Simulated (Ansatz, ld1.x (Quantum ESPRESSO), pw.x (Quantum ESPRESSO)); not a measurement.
# pw.x on bcc Pt: one setting changed

Potential: norm-conserving Troullier–Martins (Kleinman–Bylander form), ld1.x (Quantum ESPRESSO) 7.5, PBE; core [Xe] 4f14, reference 5d9 6s1 6p0; waves: 6p (bound, empty): rc 3.88 bohr; 5d (bound): rc 1.55 bohr; 5f channel at -0.1 Ry: rc 3.65 bohr; 6s (bound): rc 1.75 bohr; local part: the s channel; core correction: a·sin(br)/r model core inside 1.25 bohr.

The reference run (k-mesh 15³, cutoffs 85/340 Ry, Fermi–Dirac 0.01 Ry, mixing_beta 0.4, conv_thr 1e-9, no spin) gives 2.04 GPa at 15.859 Å³/atom, where all-electron LAPW gives -0.19 GPa. This run, with its own iteration cap, changes startingwfc to random.

```
&control
  calculation='scf', prefix='x', pseudo_dir='./', outdir='./tmp', tstress=.true., disk_io='none'
/
&system
  ibrav=0, nat=1, ntyp=1, ecutwfc=85, ecutrho=340, nbnd=12,
  occupations='smearing', smearing='fd', degauss=0.01
/
&electrons
  conv_thr=1e-09, mixing_beta=0.4, electron_maxstep=70, startingwfc='random'
/
ATOMIC_SPECIES
Pt 1.0 Pt.UPF
CELL_PARAMETERS angstrom
  -1.58272430 1.58272430 1.58272430
  1.58272430 -1.58272430 1.58272430
  1.58272430 1.58272430 -1.58272430
ATOMIC_POSITIONS crystal
Pt 0.0000 0.0000 0.0000
K_POINTS automatic
15 15 15 0 0 0
```

```bash
pw.x < Pt.scf.in > Pt.scf.out
```

**Question.** How does the run end?

**Answer.** It converges in 7 iterations; the free energy moves by +0.0 meV/atom and the pressure by +0.00 GPa. The result is that of the reference run.

```
Message from routine setup:
     using ibrav=0 with symmetry is DISCOURAGED, use correct ibrav instead
     lattice parameter (alat)  =       5.1804  a.u.
     unit-cell volume          =     107.0218 (a.u.)^3
     number of electrons       =        10.00
     number of Kohn-Sham states=           12
     kinetic-energy cutoff     =      85.0000  Ry
     charge density cutoff     =     340.0000  Ry
     scf convergence threshold =      1.0E-09
     Exchange-correlation= PBE
     number of k points=   120  Fermi-Dirac smearing, width (Ry)=  0.0100
     iteration #  1     ecut=    85.00 Ry     beta= 0.40
     total energy              =     -68.22921721 Ry
     estimated scf accuracy    <       0.08268542 Ry
     iteration #  2     ecut=    85.00 Ry     beta= 0.40
     total energy              =     -68.24091131 Ry
     estimated scf accuracy    <       0.00236088 Ry
     iteration #  3     ecut=    85.00 Ry     beta= 0.40
     total energy              =     -68.24134491 Ry
     estimated scf accuracy    <       0.00025028 Ry
     iteration #  4     ecut=    85.00 Ry     beta= 0.40
     total energy              =     -68.24135614 Ry
     estimated scf accuracy    <       0.00000352 Ry
     iteration #  5     ecut=    85.00 Ry     beta= 0.40
     total energy              =     -68.24135704 Ry
     estimated scf accuracy    <       0.00000038 Ry
     iteration #  6     ecut=    85.00 Ry     beta= 0.40
     total energy              =     -68.24135712 Ry
     estimated scf accuracy    <       0.00000001 Ry
     iteration #  7     ecut=    85.00 Ry     beta= 0.40
     the Fermi energy is    16.3656 ev
!    total energy              =     -68.24135712 Ry
     estimated scf accuracy    <          3.8E-10 Ry
     smearing contrib. (-TS)   =      -0.00436248 Ry
     The total energy is F=E-TS. E is the sum of the following terms:
     one-electron contribution =      15.31175886 Ry
     hartree contribution      =       4.38256862 Ry
     xc contribution           =     -27.09320248 Ry
     ewald contribution        =     -60.83811965 Ry
     convergence has been achieved in   7 iterations
          total   stress  (Ry/bohr**3)                   (kbar)     P=       20.36
     Message from routine punch:
     Nothing written, as per user request (disk_io='none')
```

The run took about 12 s on one core of a shared host (AMD EPYC 9R45 96-Core Processor, 96 threads, 376 GiB, load 40).
